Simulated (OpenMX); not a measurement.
MoS2 under changes of volume

One of the cells (51.749 Å³/atom); the others are scaled copies at fixed shape and fractional positions:

```xyz
3
Lattice="3.2052 0.0000 0.0000 -1.6026 2.7758 0.0000 0.0000 0.0000 17.4494" Properties=species:S:1:pos:R:3 pbc="T T T"
Mo    0.0000    0.0000    0.0000
S     0.0000    1.8505   15.8878
S     0.0000    1.8505    1.5616
```

```yaml
Program: OpenMX 3.8.5
Functional: PBE
Potentials_or_basis: OpenMX 2013 PBE set, Mo7.0-s3p2d2, S7.0-s2p2d1f1, fixed grid of 32 × 32 × 210 points
k_mesh: 11 × 11 × 3
Occupations: fermi-dirac, width 0.05 eV
Spin: no spin polarisation
```

| volume (Å³/atom) | energy over the lowest point (meV/atom) | gap on the mesh (eV) | largest force (eV/Å) |
| --- | --- | --- | --- |
| 47.690 | ? | ? | ? |
| 48.705 | 40.25 | 1.80 | 1.485 |
| 49.720 | 19.23 | 1.74 | 1.085 |
| 51.749 | 0.00 | 1.63 | 0.375 |
| 52.764 | 0.26 | 1.59 | 0.058 |
| 53.779 | 6.16 | 1.54 | 0.234 |

Q: What does the run at 47.690 Å³/atom give?

A: Energy over the lowest point 69.95 meV/atom; gap on the mesh 1.86 eV; largest force 1.918 eV/Å.

Worked out: A Birch-Murnaghan fit of order 3 (a polynomial in V^(-2/3)) to the other rows has its minimum at 52.21 Å³/atom with B0 = V·E''(V) = 49 GPa and B' = 4.6 at fixed shape and positions, which overstates the stiffness. It gives 70.09 meV/atom at 47.690 Å³/atom, against the run's 69.95. A straight line through the other rows of the gap, of slope -2.61 eV per unit of ln V, extrapolates to 1.85 eV, against the run's 1.86.

Energies are extrapolated to zero smearing.

Caveats: the basis of atomic orbitals isn't converged, which shifts pressures, moduli and gaps.

A mesh can miss the band edges. Spin-orbit coupling on Mo is left out.
